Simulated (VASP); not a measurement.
Here is a VASP 6.6.1 calculation.

File INCAR:

```
  PREC = Accurate
  ENCUT = 600
  EDIFF = 1E-6
  ISMEAR = 1
  SIGMA = 0.1
  LREAL = False
  LASPH = True
  NELM = 80
  ALGO = Normal
  ISIF = 3
  LWAVE = False
  LCHARG = False
  IBRION = 2
  NSW = 90
  EDIFFG = -0.01
```

KPOINTS

```
regular mesh
0
Gamma
  15 15 11
```

The input POSCAR:

```
HfB2
1.0
    3.1400000000      0.0000000000      0.0000000000
   -1.5700000000      2.7193197679      0.0000000000
    0.0000000000      0.0000000000      3.4800000000
Hf B
1 2
Direct
    0.0000000000      0.0000000000      0.0000000000
    0.3333333333      0.6666666667      0.5000000000
    0.6666666667      0.3333333333      0.5000000000
```

Potentials or basis: VASP PAW LDA potentials, release 64 (Hf_pv, B).

The run is started by

```console
$ cat potpaw_LDA.64/Hf_pv/POTCAR potpaw_LDA.64/B/POTCAR > POTCAR
$ mpirun -np 1 vasp_std > vasp.out
```

Q: Estimate the relaxed volume.

A: 9.53 Å³/atom.

Q: Predict the space group after relaxing (to 0.05 Å).

A: P6/mmm (No. 191).

Final structure:
```
Hf B
1.0
     3.10421    0.00000    0.00000
    -1.55210    2.68832    0.00000
     0.00000    0.00000    3.42697
Hf B
1 2
Direct
  0.00000 0.00000 0.00000
  0.33333 0.66667 0.50000
  0.66667 0.33333 0.50000
```

Spin-orbit coupling is left out, which matters for the levels of Hf. LDA usually gives volumes a few per cent too small.
